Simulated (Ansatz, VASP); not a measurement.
**Si: VASP beside Ansatz**

```
Si
1.0
     0.00000    5.92689    5.92689
     5.92689    0.00000    5.92689
     5.92689    5.92689    0.00000
Si
8
Direct
  0.78883 0.07039 0.07039
  0.17961 0.17961 0.17961
  0.17961 0.17961 0.46117
  0.17961 0.46117 0.17961
  0.07039 0.78883 0.07039
  0.07039 0.07039 0.07039
  0.07039 0.07039 0.78883
  0.46117 0.17961 0.17961
```

Alike in both runs: functional PBE; k mesh 4 × 4 × 4; occupations gaussian, width 0.1 eV; no spin polarisation.

Ansatz relaxed the structure, and its values are those at the end. VASP's run is a single point on that final structure, the one shown.

|  | VASP | Ansatz |
| --- | --- | --- |
| version | VASP 6.6.1 | Ansatz 0.2.0 |
| potentials or method | VASP PAW PBE potentials, release 64 (Si) | scalar-relativistic, plane waves, PAW |
| plane-wave cutoff (eV) | 520 | 420 |
| valence electrons in the cell | 32 | 32 |

Ansatz gave:

| Property | Result |
| --- | --- |
| gap on the k mesh at the Fermi level (eV) | none |
| pressure (GPa) | 0.2 |
| rms of the force components (eV/Å) | 0.026 |

**Question.** Which values does VASP return?

**Answer.** gap on the k mesh at the Fermi level (eV): none; pressure (GPa): 0.1; rms of the force components (eV/Å): 0.026.

A gap of «none» marks a metal or a gap that the smearing closes. With one functional, cell and mesh, what is left measures potentials, basis and numerics.
